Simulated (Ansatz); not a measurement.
Rocksalt SrO, relaxed with r2SCAN in Ansatz 0.2.0: it is cubic, Fm-3m (No. 225); conventional cell a = 5.160 Å, 17.17 Å³ an atom. Around Sr lie 6 O at 2.58 Å; around O lie 6 Sr at 2.58 Å. It was then strained (isotropic on every length). Unstrained, HSE06 gives 4.794 eV (Γ → X, 6×6×6 mesh), and the band edges keep their places in every row. Stress is positive in compression. No spin polarisation and no zero-point or thermal motion.

```csv
strain (%),ln(V/V₀),"ΔE_g, HSE06 (eV)","Δpressure, r2SCAN (GPa)"
-3.14,-0.0957,-0.034,+11.10
-2.49,-0.0756,-0.022,+8.39
-1.74,-0.0527,-0.012,+5.55
-1.0,-0.0302,-0.005,+3.02
-0.62,-0.0187,-0.002,+1.82
+2.5,+0.0741,-0.006,-5.88
```

**Question.** Fit ΔE_g = a x + b x² to these rows by least squares, with x = ln(V/V₀).

**Answer.** The normal equations take Σx² = 2.440e-02, Σx³ = -1.082e-03, Σx⁴ = 1.554e-04, ΣxΔE = 5.293e-03 and Σx²ΔE = -5.087e-04, and give a = +0.10 eV, b = -2.6 eV; the largest residual is 0.001 eV. a is the volume deformation potential of this gap.

**Question.** Fit the change of pressure in the same way.

**Answer.** Δpressure = -95.0 x + (215) x² GPa. So B₀ = 95.0 GPa and B′ ≈ 2 × 215/95.0 = 4.5; two terms over so wide a range bias B₀ by a few per cent and B′ by more; the gap's pressure coefficient at zero is −a/B₀ = -1 meV/GPa, with HSE06's a and r2SCAN's B₀.

**Question.** Predict the withheld row at +2.0 % (x = +0.0594).

**Answer.** ΔE_g ≈ +0.10 × (+0.0594) + (-2.6) × (+0.0594)² = -0.003 eV, and Δpressure ≈ -4.88 GPa. The runs give -0.003 eV and -4.87 GPa, off by 0.000 eV and +0.01 GPa.

The meshes of the hybrids are coarse, so their gaps aren't converged to the digits shown.
